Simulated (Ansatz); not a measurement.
## Ni₂Ge: zone-centre modes

Method: Ansatz, DFT PBEsol, scalar-relativistic, plane waves, PAW. Cutoff 420 eV, Γ-centred 12×12×10 k-points, Gaussian smearing of 0.15 eV. No spin polarisation. A magnetic state may lie lower.

The starting cell (relaxed at this level; it needn't be the usual structure):

```xyz
6
Lattice="3.9720 0.0000 0.0000 -1.9860 3.4398 0.0000 0.0000 0.0000 5.0141" Properties=species:S:1:pos:R:3 pbc="T T T"
Ni    1.9860    1.1466    1.2535
Ni    0.0000    2.2932    3.7605
Ni    0.0000    0.0000    0.0000
Ni    0.0000    0.0000    2.5070
Ge    1.9860    1.1466    3.7605
Ge    0.0000    2.2932    1.2535
```

Harmonic modes by finite displacements of 0.02 Å, without the LO–TO term.

(1) At this geometry, is the structure stable against these modes?

(2) List the wavenumbers in cm⁻¹.

Answers

(1) Yes: no mode is imaginary beyond 10 cm⁻¹, and only the three translations lie near zero.

(2) 0, 0, 0, 96, 96, 96, 126, 126, 128, 174, 184, 184, 214, 270, 294, 294, 299, 299.

Cost: 1 run of about 15 core-minutes, on Arm Neoverse V1 (shared hosts).